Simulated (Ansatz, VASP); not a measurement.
## Two plane-wave programs on Si

Contents of INCAR:

```
SYSTEM = Si
PREC = Accurate
ENCUT = 520
EDIFF = 1E-7
ISMEAR = -1
SIGMA = 0.05
LREAL = .False.
LASPH = .True.
NELM = 100
ALGO = Normal
ISIF = 2
LWAVE = .False.
LCHARG = .False.
GGA = PE
NBANDS = 16
```

Contents of KPOINTS:

```
Automatic mesh
0
Gamma
  8 8 8
  0 0 0
```

POSCAR

```
Si
1.0
    0.0000000000      2.6598984800      4.6432435421
    2.4222677723      0.0000000000      4.6432435421
    2.4222677723      2.6598984800      0.0000000000
Si
4
Direct
    0.2202307000      0.2202307000      0.7797693000
    0.7797693000      0.7797693000      0.2202307000
    0.2726057200      0.7273942800      0.2726057200
    0.7273942800      0.2726057200      0.7273942800
```

input.yaml

```yaml
crystal:
  lattice:
    - [0.0, 2.65989848, 4.6432435421]
    - [2.4222677723, 0.0, 4.6432435421]
    - [2.4222677723, 2.65989848, 0.0]
  atoms:
    - { symbol: Si, position: [0.2202307, 0.2202307, 0.7797693] }
    - { symbol: Si, position: [0.7797693, 0.7797693, 0.2202307] }
    - { symbol: Si, position: [0.27260572, 0.72739428, 0.27260572] }
    - { symbol: Si, position: [0.72739428, 0.27260572, 0.72739428] }
hamiltonian:
  xc: pbe
  pseudopotentials: { kind: paw }
kpoints:
  mp_grid: { grid: [8, 8, 8] }
scf:
  occupations: { method: fermi_dirac, width: 0.05 }
output:
  forces: true
  stress: true
  eigenvalues: true
```

This isn't the form of Si at room conditions, which is diamond.

Alike in both runs: task single point; functional PBE; k mesh 8 × 8 × 8; occupations fermi-dirac, width 0.05 eV; no spin polarisation.

|  | VASP | Ansatz |
| --- | --- | --- |
| version | VASP 6.6.1 | Ansatz 0.2.0 |
| potentials or method | VASP PAW PBE potentials, release 64 (Si) | Ansatz PAW |
| plane-wave cutoff (eV) | 520 | 420 |
| valence electrons in the cell | 16 | 16 |

Ansatz gave:

- gap on the k mesh at the Fermi level (eV): none
- pressure (GPa): 3.4
- largest component of the traceless stress (GPa): 0.95
- rms of the force components (eV/Å): 0.048

Question: What did VASP give for the same quantities?

Answer: gap on the k mesh at the Fermi level (eV): none; pressure (GPa): 3.3; largest component of the traceless stress (GPa): 0.94; rms of the force components (eV/Å): 0.046.

Atom by atom the forces differ by 0.002 eV/Å (rms over components). A gap of «none» marks a metal or a gap that the smearing closes.
